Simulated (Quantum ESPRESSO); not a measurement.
FeO: zone-centre phonons under several settings

```xyz
2
Lattice="0.0000 2.1554 2.1554 2.1554 0.0000 2.1554 2.1554 2.1554 0.0000" Properties=species:S:1:pos:R:3 pbc="T T T"
Fe    0.0000    0.0000    0.0000
O     2.1554    2.1554    2.1554
```

All runs used Quantum ESPRESSO 7.5; potentials PseudoDojo 0.4.1 SR LDA standard; given cell; collinear spin, ferromagnetic start; cutoff 1225 eV; occupations fermi-dirac, width 0.05 eV.

```tsv
level	k mesh (s: shifted)	pressure (GPa)	lowest optical mode without the field (cm⁻¹)
LDA	4 × 4 × 4s	?	?
LDA	6 × 6 × 6s	-16.3	185
LDA	8 × 8 × 8s	-16.3	181
```

What stands in the row left open?

Pressure -16.2 GPa; lowest optical mode without the field 180 cm⁻¹.

Caveats: some runs use coarse meshes; the mesh is thin for the phonons of a metal; the cell is more than 3 GPa from zero pressure, which shifts response properties; a cell with one magnetic atom can't hold antiferromagnetic order, which such compounds often take.

For the row left open. Caveat: the k mesh is coarse (spacing up to 0.63 Å⁻¹), so the values aren't converged; the mesh is thin for the phonons of a metal; the cell is more than 3 GPa from zero pressure, which shifts response properties; a cell with one magnetic atom can't hold antiferromagnetic order, which such compounds often take.
